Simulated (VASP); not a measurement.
A calculation with VASP 6.6.1 of Au (ASE script, structure by space group and Wyckoff sites):

run.py

```python
from ase.calculators.vasp import Vasp
from ase.dft.bandgap import bandgap
from ase.spacegroup import crystal

atoms = crystal(
    ['Au'],
    basis=[[0.6666666667, 0.3333333333, 0.25]],
    spacegroup=194,
    setting=1,
    cellpar=[2.9, 2.9, 4.88, 90.0, 90.0, 120.0],
    primitive_cell=True,
)
calc = Vasp(
    directory='calc',
    xc='pbe',
    pp='PBE',
    setups='recommended',
    prec='Accurate',
    encut=520,
    ediff=1e-06,
    ismear=0,
    sigma=0.05,
    lreal=False,
    lasph=True,
    nelm=100,
    algo='Normal',
    isif=2,
    lwave=False,
    lcharg=False,
    kpts=[11, 11, 6],
    gamma=True,
    nbands=18,
)
atoms.calc = calc

print('energy (eV):', atoms.get_potential_energy())
print('free energy (eV):', atoms.get_potential_energy(force_consistent=True))
print('forces (eV/A):')
print(atoms.get_forces())
print('stress (eV/A^3, Voigt):', atoms.get_stress())
print('Fermi level (eV):', calc.get_fermi_level())
gap, top, bottom = bandgap(calc)
print('band gap (eV):', gap, 'from (spin, k, band)', top, 'to', bottom)
```

Potentials or basis: VASP PAW PBE potentials, release 64 (Au).

Command:

```console
$ python run.py
```

This isn't the form of Au at room conditions, which is fcc.

Task: Write the same calculation in another form: native input, structure from a POSCAR.

Result: As run:

The input INCAR:

```
PREC = Accurate
ENCUT = 520
EDIFF = 1E-6
ISMEAR = 0
SIGMA = 0.05
LREAL = False
LASPH = True
NELM = 60
ALGO = Normal
ISIF = 2
LWAVE = False
LCHARG = False
GGA = PE
NBANDS = 18
```

The input KPOINTS:

```
Automatic mesh
0
Gamma
  11 11 6
```

File POSCAR:

```
Au
1.0
    2.9000000000      0.0000000000      0.0000000000
   -1.4500000000      2.5114736710      0.0000000000
    0.0000000000      0.0000000000      4.8800000000
Au
2
Cartesian
    1.4500000001      0.8371578902      1.2200000000
   -0.0000000001      1.6743157808      3.6600000000
```

Potentials or basis: VASP PAW PBE potentials, release 64 (Au).

Run with:

```sh
$ cat potpaw_PBE.64/Au/POTCAR > POTCAR
$ mpirun -np 1 vasp_std > vasp.out
```

Both were run:

|  | ASE script, structure by space group and Wyckoff sites | native input, structure from a POSCAR |
| --- | --- | --- |
| Pressure | 1.6 GPa | 1.6 GPa |
| Band gap on the k mesh | none (metal or under the smearing width) | none (metal or under the smearing width) |

Keys that steer only the numerical path or the files written may differ.
